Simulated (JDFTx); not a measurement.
**Ge: equation of state with PBEsol**

**What was measured.**

“Sub-monolayer structures of Ag overlayers on Ge(111): experimental observations and first-principles study”, 2019, arxiv:1908.00180 quotes, for a bulk crystal of Ge: bulk modulus 75.8 GPa.

Ge:

```xyz
2
Lattice="0.0000 2.8289 2.8289 2.8289 0.0000 2.8289 2.8289 2.8289 0.0000" Properties=species:S:1:pos:R:3 pbc="T T T"
Ge    4.2434    4.2434    4.2434
Ge    2.8289    2.8289    2.8289
```

* Program: JDFTx 1.7.0 (patched build)
* Task: equation of state
* Functional: PBEsol
* Potentials or basis: PseudoDojo-SR-PBEsol-0.4.1-standard with smoothed tails
* Cutoff: 1061 eV
* Density cutoff: 8490 eV
* k mesh: 8 × 8 × 8
* Occupations: fermi-dirac, width 0.05 eV
* Spin: no spin polarisation
* Local potential set to -Z/r beyond: 6 bohr
* Bands: 21
* Density cutoff over wavefunction cutoff: 8
* Max SCF steps: 100
* SCF threshold on the energy: 1e-09 Ha
* Solver of the electrons: scf

```
Equilibrium volume                      : 22.86 Å³/atom
Bulk modulus                            : 66 GPa
Pressure derivative of the bulk modulus : 4.8 (rough: it moves with the points fitted)
```

Energy against volume, from the lowest point:
```csv
volume (Å³/atom),energy (meV/atom)
21.281,25.43
21.733,12.15
22.186,3.90
22.639,0.03
23.092,0.00
23.545,3.50
23.997,10.17
```

Against the measured bulk modulus of Ge, 75.8 GPa (quoted in “Sub-monolayer structures of Ag overlayers on Ge(111): experimental observations and first-principles study”, 2019, arxiv:1908.00180), the calculated 66 GPa is off by -12.8 %. The fit is for a static lattice scaled at fixed shape and fixed fractional positions. The cell as given is a measured one (22.64 Å³/atom); PBEsol puts the equilibrium volume +1.0 % from it, thermal expansion not counted.
